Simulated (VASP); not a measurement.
Set up this calculation in VASP 6.6.1, as the native input.

```yaml
Task: single point
Functional: RPBE
Potentials_or_basis: VASP PAW PBE potentials, release 64 (Ni)
Cutoff: 520 eV
k_mesh: 26 × 26 × 26
Occupations: fermi-dirac, width 0.1 eV
Spin: no spin polarisation
Dipole_correction: no
Further_INCAR_settings: ALGO = Fast; EDIFF = 1e-06; NBANDS = 11
```

The structure of Ni lies in POSCAR:

```
Ni
1.0
   -1.4113966800      1.4113966800      1.4113966800
    1.4113966800     -1.4113966800      1.4113966800
    1.4113966800      1.4113966800     -1.4113966800
Ni
1
Direct
    0.0000000000      0.0000000000      0.0000000000
```

This isn't the form of Ni at room conditions, which is fcc.

One way to write it, as run:

INCAR

```
SYSTEM = Ni
PREC     = Accurate       ! precision mode
ENCUT    = 520            ! plane-wave cutoff, eV
EDIFF    = 1E-6           ! SCF threshold, eV
ISMEAR   = -1             ! smearing method
SIGMA    = 0.1            ! smearing width, eV
LREAL    = .FALSE.        ! projectors in reciprocal space
LASPH    = .TRUE.         ! aspherical terms in the spheres
NELM     = 80             ! most SCF steps
ALGO     = Fast           ! electronic algorithm
ISIF     = 2              ! what is computed and relaxed
LWAVE    = .FALSE.        ! write WAVECAR
LCHARG   = .TRUE.         ! write CHGCAR
GGA      = RP             ! functional
LELF     = .TRUE.         ! ELF
LVHAR    = .TRUE.       
NBANDS   = 11             ! bands
```

KPOINTS

```
Automatic mesh
0
G
  26 26 26
  0 0 0
```

Potentials or basis: VASP PAW PBE potentials, release 64 (Ni).

Run with:

```bash
$ cat potpaw_PBE.64/Ni/POTCAR > POTCAR
$ mpirun -np 1 vasp_std > vasp.out
```

It gave:

```yaml
Pressure: -0.3 GPa
Band_gap_on_the_k_mesh: none (metal or under the smearing width)
```

Caveat: the PAW data sets were made with another functional, which shifts forces and pressure a little; the run has no spin polarisation, though such a crystal can be magnetic.

It took 35 s on 1 thread of AMD EPYC 9R45 96-Core Processor (Zen 5), with other jobs on the host, peak memory 0.14 GiB.
